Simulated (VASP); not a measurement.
## GaN: cell size against the level of theory

Which functional gives the lattice of GaN as experiment finds it, and is a dearer one worth its cost? The levels: PBE, LDA, r2SCAN and PBE + D3(BJ). LASPH is on for some levels and off for others; the table marks which. The start is a cell from a database of measured crystal structures.

Calculated with VASP 6.6.1; PBE; plane waves and PAW (Ga_d, N), in the first sound run; inputs show where later runs differ.

Experimental background.

For GaN, wurtzite (bulk w-GaN, literature), “Vacancy defect in bulk and at (10overline10) surface of GaN: A combined first-principles theoretical and experimental analysis” (2017, arxiv:1710.05670) quotes earlier work: lattice constant a (a, Expt. column of Table I) 3.189 Å; lattice constant c (c, Expt. column of Table I) 5.186 Å.

The database entry behind the starting cell differs from later determinations by our own check (thin film, about 0.3 % long), so it need not match the best structure at ambient conditions.

## 1. The starting structure

Before any relaxation, the start is as follows. The structure is hexagonal, space group P6_3mc (No. 186). Conventional cell: a = 3.197 Å, b = 3.197 Å, c = 5.207 Å, α = 90.00°, β = 90.00°, γ = 120.00°. Nearest to Ga lie 4 N at 1.95 to 1.97 Å. N has 4 Ga at 1.95 to 1.97 Å nearest. Farther neighbours and most contacts between anions are not listed.

As a file:

```cif
data_structure
_symmetry_space_group_name_H-M 'P 1'
_symmetry_Int_Tables_number 1
_cell_length_a 3.1972
_cell_length_b 3.1972
_cell_length_c 5.2070
_cell_angle_alpha 90.000
_cell_angle_beta 90.000
_cell_angle_gamma 120.000
_cell_volume 46.10
loop_
_atom_site_label
_atom_site_type_symbol
_atom_site_fract_x
_atom_site_fract_y
_atom_site_fract_z
_atom_site_occupancy
Ga1 Ga 0.66667 0.33333 0.59120 1
Ga2 Ga 0.33333 0.66667 0.09120 1
N3 N 0.66667 0.33333 0.96880 1
N4 N 0.33333 0.66667 0.46880 1
```

## 2. Relaxation with PBE

The start need not lie at this functional's minimum. ISIF = 3 frees volume, shape and positions, and EDIFFG sets the threshold on forces and stress at which the search stops. PBE, the usual starting point, adds the gradient of the density.

INCAR

```
SYSTEM = GaN
PREC = Accurate
ENCUT = 560
EDIFF = 1E-06
NELM = 100
ISMEAR = -1
SIGMA = 0.05
LREAL = .FALSE.
ALGO = Normal
GGA = PE
NBANDS = 24
LORBIT = 11
LWAVE = .FALSE.
LCHARG = .FALSE.
KPAR = 2
IBRION = 2
NSW = 60
ISIF = 3
EDIFFG = -0.01
```

POSCAR

```
GaN
1.0
    3.1972000000      0.0000000000      0.0000000000
   -1.5986000000      2.7688564210      0.0000000000
    0.0000000000      0.0000000000      5.2070000000
Ga N
2 2
Direct
    0.6666666667      0.3333333333      0.5912000000
    0.3333333333      0.6666666667      0.0912000000
    0.6666666667      0.3333333333      0.9688000000
    0.3333333333      0.6666666667      0.4688000000
```

KPOINTS

```
Automatic mesh
0
Gamma
8 8 5
0 0 0
```

Potentials, in the order of the species: Ga_d and N (PBE family, release 64).

Launch:

```console
mpirun -np 2 vasp_std
```

Log:

```text
[banner, memory and clock lines left out]
running    2 mpi-ranks, on    1 nodes
 distrk:  each k-point on    1 cores,    2 groups
 distr:  one band on    1 cores,    1 groups

 POSCAR found type information on POSCAR GaN
 POSCAR found :  2 types and       4 ions
 LDA part: xc-table for (Slater+PW92), standard interpolation
 POSCAR, INCAR and KPOINTS ok, starting setup
 FFT: planning ... GRIDC
 FFT: planning ... GRID_SOFT
 FFT: planning ... GRID
 WAVECAR not read
 entering main loop
       N       E                     dE             d eps       ncg     rms          rms(c)
DAV:   1     0.282431603875E+03    0.28243E+03   -0.18807E+04  1536   0.290E+03
DAV:   2     0.511403388708E+01   -0.27732E+03   -0.26528E+03  1640   0.527E+02
DAV:   3    -0.272929127736E+02   -0.32407E+02   -0.32121E+02  1656   0.146E+02
DAV:   4    -0.282908324382E+02   -0.99792E+00   -0.99592E+00  1928   0.285E+01
DAV:   5    -0.283061556930E+02   -0.15323E-01   -0.15321E-01  1648   0.307E+00    0.109E+01
DAV:   6    -0.242120138425E+02    0.40941E+01   -0.12697E+01  2472   0.530E+01    0.304E+00
DAV:   7    -0.243284540218E+02   -0.11644E+00   -0.16067E+00  1568   0.104E+01    0.270E+00
DAV:   8    -0.243259830627E+02    0.24710E-02   -0.19863E-01  2320   0.661E+00    0.804E-01
DAV:   9    -0.243080608613E+02    0.17922E-01   -0.78662E-02  2512   0.471E+00    0.340E-01
DAV:  10    -0.243088869719E+02   -0.82611E-03   -0.43692E-03  1592   0.644E-01    0.118E-01
DAV:  11    -0.243087670038E+02    0.11997E-03   -0.13103E-03  2216   0.632E-01    0.327E-02
DAV:  12    -0.243087800068E+02   -0.13003E-04   -0.13759E-04  1528   0.852E-02    0.227E-02
DAV:  13    -0.243087816235E+02   -0.16168E-05   -0.58404E-05  2064   0.111E-01    0.248E-02
DAV:  14    -0.243087799173E+02    0.17062E-05   -0.11036E-05  2064   0.384E-02    0.776E-03
DAV:  15    -0.243087799135E+02    0.38017E-08   -0.11856E-06  1168   0.788E-03
   1 F= -.24308780E+02 E0= -.24308780E+02  d E =-.243088E+02
 curvature:   0.00 expect dE= 0.000E+00 dE for cont linesearch  0.000E+00
 trial: gam= 0.00000 g(F)=  0.529E-03 g(S)=  0.390E-01 ort = 0.000E+00 (trialstep = 0.100E+01)
 search vector abs. value=  0.395E-01
 bond charge predicted
       N       E                     dE             d eps       ncg     rms          rms(c)
DAV:   1    -0.246871076579E+02   -0.37833E+00   -0.57774E+00  1744   0.532E+01    0.375E+00
DAV:   2    -0.244048029896E+02    0.28230E+00   -0.66166E-01  1928   0.191E+01    0.184E+00
DAV:   3    -0.243192134392E+02    0.85590E-01   -0.18229E-01  2152   0.990E+00    0.363E-01
DAV:   4    -0.243175545992E+02    0.16588E-02   -0.31332E-02  1472   0.142E+00    0.325E-01
DAV:   5    -0.243150363841E+02    0.25182E-02   -0.14903E-03  2160   0.347E-01    0.229E-01
DAV:   6    -0.243122405626E+02    0.27958E-02   -0.30324E-03  2016   0.676E-01    0.386E-02
DAV:   7    -0.243122464901E+02   -0.59276E-05   -0.12500E-04  1784   0.967E-02    0.202E-02
DAV:   8    -0.243122463234E+02    0.16671E-06   -0.97812E-06  1872   0.466E-02
   2 F= -.24312246E+02 E0= -.24312246E+02  d E =-.346641E-02
[... from here on, the cycles between the ionic steps are left out ...]
   3 F= -.24319397E+02 E0= -.24319397E+02  d E =-.106172E-01
   4 F= -.24319397E+02 E0= -.24319397E+02  d E =-.106173E-01
   5 F= -.24319273E+02 E0= -.24319273E+02  d E =0.124367E-03
   6 F= -.24319404E+02 E0= -.24319404E+02  d E =-.669052E-05
   7 F= -.24319404E+02 E0= -.24319404E+02  d E =-.708309E-05
   8 F= -.24319405E+02 E0= -.24319405E+02  d E =-.744591E-05
   9 F= -.24319405E+02 E0= -.24319405E+02  d E =-.775949E-05
  10 F= -.24319405E+02 E0= -.24319405E+02  d E =-.789092E-05
  11 F= -.24319405E+02 E0= -.24319405E+02  d E =-.789855E-05
  12 F= -.24319405E+02 E0= -.24319405E+02  d E =-.782350E-05
  13 F= -.24319405E+02 E0= -.24319405E+02  d E =-.810809E-05
 curvature:  -0.00 expect dE=-0.204E-06 dE for cont linesearch -0.118E-07
 ZBRENT: accuracy reached
 trial: gam= 0.34394 g(F)=  0.251E-04 g(S)=  0.467E-04 ort =-0.360E-04 (trialstep = 0.765E+00)
 search vector abs. value=  0.841E-04
 bond charge predicted
       N       E                     dE             d eps       ncg     rms          rms(c)
DAV:   1    -0.243194945835E+02   -0.88469E-04   -0.59925E-03  1488   0.585E-01    0.526E-02
DAV:   2    -0.243194589533E+02    0.35630E-04   -0.19566E-04  1968   0.189E-01    0.308E-02
DAV:   3    -0.243194341314E+02    0.24822E-04   -0.35199E-05  2040   0.833E-02    0.308E-03
DAV:   4    -0.243194349669E+02   -0.83544E-06   -0.99415E-06  1512   0.293E-02
  14 F= -.24319435E+02 E0= -.24319435E+02  d E =-.296094E-04
 trial-energy change:   -0.000030  1 .order   -0.000028   -0.000045   -0.000011
 step:   1.0191(harm=  1.0191)  dis= 0.00075  next Energy=   -24.319436 (dE=-0.303E-04)
 reached required accuracy - stopping structural energy minimisation
```

It took 61 s on 2 MPI ranks of Intel Xeon 6975P-C (Granite Rapids), shared host; peak memory 0.38 GiB.

The logs omit lines about the potential files and the build; timing stands in the text.

From OUTCAR (step 2):

```text
ion  position               nearest neighbor table
   1  0.667  0.333  0.591-   4 1.95   4 1.95   4 1.95   3 1.97
   2  0.333  0.667  0.091-   3 1.95   3 1.95   3 1.95   4 1.97
   3  0.667  0.333  0.969-   2 1.95   2 1.95   2 1.95   1 1.97
   4  0.333  0.667  0.469-   1 1.95   1 1.95   1 1.95   2 1.97

  LATTYP: Found a hexagonal cell.
 ALAT       =     3.1972000000
 C/A-ratio  =     1.6286125360

 Subroutine GETGRP returns: Found 12 space group operations
 (whereof  6 operations were pure point group operations)

The static configuration has the point symmetry C_3v.
 The point group associated with its full space group is C_6v.

 Found     30 irreducible k-points:

   k-points           NKPTS =     30   k-points in BZ     NKDIM =     30   number of bands    NBANDS=     24

   dimension x,y,z NGX =    28 NGY =   28 NGZ =   40
   dimension x,y,z NGXF=    56 NGYF=   56 NGZF=   80

   ENCUT  =  560.0 eV  41.16 Ry    6.42 a.u.   6.17  6.17 10.05*2*pi/ulx,y,z

   NELECT =      36.0000    total number of electrons

 k-points in reciprocal lattice and weights: Automatic mesh
   0.00000000  0.00000000  0.00000000       0.003
   0.12500000  0.00000000  0.00000000       0.019
   0.25000000  0.00000000  0.00000000       0.019
   0.37500000  0.00000000  0.00000000       0.019
   0.50000000  0.00000000  0.00000000       0.009
   0.12500000  0.12500000  0.00000000       0.019
   0.25000000  0.12500000  0.00000000       0.038
   0.37500000  0.12500000  0.00000000       0.038
   0.25000000  0.25000000  0.00000000       0.019
[...]
0.25000000  0.25000000  0.40000000       0.038
   0.37500000  0.25000000  0.40000000       0.038

 average (electrostatic) potential at core
       1 -63.8103       2 -63.8103       3 -62.3429       4 -62.3429

 E-fermi :   5.8981

 k-point     1 :       0.0000    0.0000    0.0000
  band No.  band energies     occupation
    ...
     14       4.0137      2.00000
     15       4.0137      2.00000
     16       4.9752      2.00000
     17       5.0098      2.00000
     18       5.0098      2.00000
     19       6.7257      0.00000
     20       9.0701      0.00000
     21      14.0329      0.00000
     22      14.7310      0.00000
     23      14.7310      0.00000
    ...

 k-point     2 :       0.1250    0.0000    0.0000
  band No.  band energies     occupation
    ...
     14       2.9747      2.00000
     15       3.7165      2.00000
     16       3.8336      2.00000
     17       4.8252      2.00000
     18       4.8753      2.00000
     19       7.7965      0.00000
     20       9.9250      0.00000
     21      13.4999      0.00000
     22      13.9910      0.00000
     23      15.0938      0.00000
    ...

 k-point     3 :       0.2500    0.0000    0.0000
  band No.  band energies     occupation
    ...
     14       1.1273      2.00000
     15       2.1562      2.00000
     16       3.1009      2.00000
     17       4.3306      2.00000
     18       4.5298      2.00000
     19       9.1186      0.00000
     20      10.7638      0.00000
     21      12.2686      0.00000
     22      13.3884      0.00000
     23      14.9538      0.00000
    ...

  Total        0.0205259      0.0205259      0.0307290      0.0000000     -0.0000000     -0.0000000
  in kB        0.6993520      0.6993520      1.0469893      0.0000000     -0.0000000     -0.0000000
  external PRESSURE =       0.8152311 kB  Pullay stress =       0.0000000 kB

  energy-cutoff  :      560.00
  volume of cell :       47.02
      direct lattice vectors                 reciprocal lattice vectors
     3.218364973  0.000000000  0.000000000     0.310716780  0.179392416  0.000000000
    -1.609182486  2.787185825  0.000000000     0.000000000  0.358784833  0.000000000
    -0.000000000 -0.000000000  5.242215626     0.000000000 -0.000000000  0.190759036

 POSITION                                       TOTAL-FORCE (eV/Angst)
 -----------------------------------------------------------------------------------
      1.60918      0.92906      3.10127        -0.000000     -0.000000      0.003669
     -0.00000      1.85812      0.48016        -0.000000     -0.000000      0.003669
      1.60918      0.92906      5.07659         0.000000      0.000000     -0.003669
     -0.00000      1.85812      2.45548         0.000000      0.000000     -0.003669
 -----------------------------------------------------------------------------------
    total drift:                                0.000000      0.000001      0.000587

  FREE ENERGIE OF THE ION-ELECTRON SYSTEM (eV)
  ---------------------------------------------------
  free  energy   TOTEN  =       -24.3194349669 eV

  energy  without entropy=      -24.3194349661  energy(sigma->0) =      -24.31943497

 reached required accuracy - stopping structural energy minimisation

 total charge
# of ion       s       p       d       tot
------------------------------------------
    1        0.783   0.863  10.162  11.809
    2        0.783   0.863  10.162  11.809
    3        1.224   2.498   0.000   3.722
    4        1.224   2.498   0.000   3.722
--------------------------------------------------
tot          4.014   6.723  20.325  31.061

[... 3 further parts left out ...]
```

CONTCAR:

```
GaN
   1.00000000000000
     3.2183649725748587    0.0000000000000000    0.0000000000000000
    -1.6091824862874293    2.7871858249206336    0.0000000000000000
    -0.0000000000000000   -0.0000000000000000    5.2422156260674964
  Ga              N
     2     2
Direct
     0.6666666667000030    0.3333333332999970    0.5915947949029673
     0.3333333332999970    0.6666666667000030    0.0915947949029673
     0.6666666667000030    0.3333333332999970    0.9684052050970350
     0.3333333332999970    0.6666666667000030    0.4684052050970349
```

The gap is read on the k-mesh alone, so it is an upper bound where the band edges lie off the mesh. The run keeps the 12 symmetry operations of its start, so it cannot find a distortion of lower symmetry.

Relaxation path:

```
step  energy less that of the first step (eV)  largest force (eV/Å)  pressure (GPa)  volume (Å³)
   1                                   0.0000                0.0523            3.60        46.10
   2                                  -0.0035                0.0189           -2.59        47.85
   3                                  -0.0106                0.0121            0.01        47.03
   4                                  -0.0106                0.0110           -0.29        47.05
   5                                  -0.0105                0.0068            0.47        46.92
   6                                  -0.0106                0.0101            0.06        47.02
   7                                  -0.0106                0.0112            0.10        47.02
   8                                  -0.0106                0.0109           -0.18        47.03
   9                                  -0.0106                0.0099            0.24        47.02
  10                                  -0.0106                0.0114            0.04        47.03
  11                                  -0.0106                0.0100            0.03        47.03
  12                                  -0.0106                0.0093            0.13        47.02
  13                                  -0.0106                0.0114            0.09        47.03
  14                                  -0.0107                0.0037            0.08        47.02
```

```
conventional cell, symmetrised  before  after  change
                         a (Å)   3.197  3.218  +0.7 %
                         b (Å)   3.197  3.218  +0.7 %
                         c (Å)   5.207  5.242  +0.7 %
              volume (Å³/atom)   11.52  11.76  +2.0 %
```

The relaxed structure:

```xyz
4
Lattice="3.2184 0.0000 0.0000 -1.6092 2.7872 0.0000 0.0000 0.0000 5.2422" Properties=species:S:1:pos:R:3 pbc="T T T"
Ga    1.6092    0.9291    3.1013
Ga    0.0000    1.8581    0.4802
N     1.6092    0.9291    5.0766
N     0.0000    1.8581    2.4555
```

This step gave:

- electrons: 36
- bands: 24
- irreducible k-points: 30
- symmetry operations: 12
- free energy (TOTEN): -24.32 eV
- Fermi energy: 5.898 eV
- pressure: 0.08152 GPa
- metallic: no
- valence top at k: 0, 0, 0
- conduction bottom at k: 0, 0, 0
- least direct gap at k: 0, 0, 0
- SCF cycles over all ionic steps: 74
- gap on the k-mesh: 1.716 eV
- least direct gap on the k-mesh: 1.716 eV

It ends with a largest force of 0.004 eV/Å and a pressure of 0.08 GPa. The volume lies +2.0 % from that of the database's start. The conventional cell has a = 3.218 and c = 5.242 Å.

(Part 1 of 3 ends here.)

[Lines on the potential files, build, host, timing and source positions are cut from VASP's logs without a mark.]

[Logs are printed without paths, hosts, clocks, repeated set-up lines and the standing remarks that a program may print on its own settings, such as how far it seeks lower states.]

[Hosts, paths, dates, database ids (printed as entryN), source tags and the programs' standing remarks are cut or masked in the printed files.]

[A measured line is paired with the nearest computed mode of its activity, which favours agreement.]
